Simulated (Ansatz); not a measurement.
## Field gradients of SiO2 from run to run

Cell of run 1: a computed structure from the Materials Project (it need not be an observed phase), taken as it stands.

Space group Pccn (No. 56); a = 4.7116, b = 8.0926, c = 8.5306 Å.

```csv
site,Wyckoff,site symmetry,x,y,z
Si,8e,1,0.1440,0.0630,0.1591
O9,8e,1,0.5883,0.0542,0.7990
O12,4c,..2,0.2500,0.2500,0.6393
O16,4a,-1,0.0000,0.5000,0.5000
```

One atom of each set is listed.

All runs are DFT with Ansatz 0.2.0 (plane waves and PAW, scalar-relativistic unless spin–orbit coupling is named, Γ-centred meshes, Fermi–Dirac smearing where given) in this cell.

Run 1: PBE, atoms as given; 420 eV, 5×3×3 k-points, smearing 0.02 eV.
Run 2: r2SCAN, atoms as given; 500 eV, 5×3×3 k-points, smearing 0.02 eV.
Run 3: PBE, gradients read without the response of the cores, atoms as given; 420 eV, 5×3×3 k-points, smearing 0.02 eV.

| run | Si V_zz (η) | O9 V_zz (η) | O12 V_zz (η) | O16 V_zz (η) |
| --- | --- | --- | --- | --- |
| 1 | 0.77 (0.88) | 8.83 (0.32) | 10.13 (0.07) | 10.27 (0.04) |
| 2 | ? | ? | ? | ? |
| 3 | 0.72 (0.88) | 9.11 (0.32) | 10.47 (0.07) | 10.62 (0.04) |

V_zz in 10²¹ V/m².

**Question.** Estimate the row of run 2.

**Answer.** Si: 0.74 (0.90); O9: 8.69 (0.32); O12: 9.97 (0.07); O16: 10.12 (0.04). It lies nearest to run 1, from whose tensors on these sites it differs by 0.16 at most (largest principal value of the difference, on O12). Taken one at a time, the response of the cores moves the tensors on these sites by up to 0.35 (largest principal value of the change, on O16), the functional (r2SCAN with its higher cutoff) by 0.16 (O12).

In runs 1, 3 the atoms aren't at the calculated equilibrium (largest force 0.36, 0.36 eV/Å). The cell isn't the equilibrium one in runs 1, 3 (calculated pressure 5, 5 GPa), and the entry's cell may itself be off.
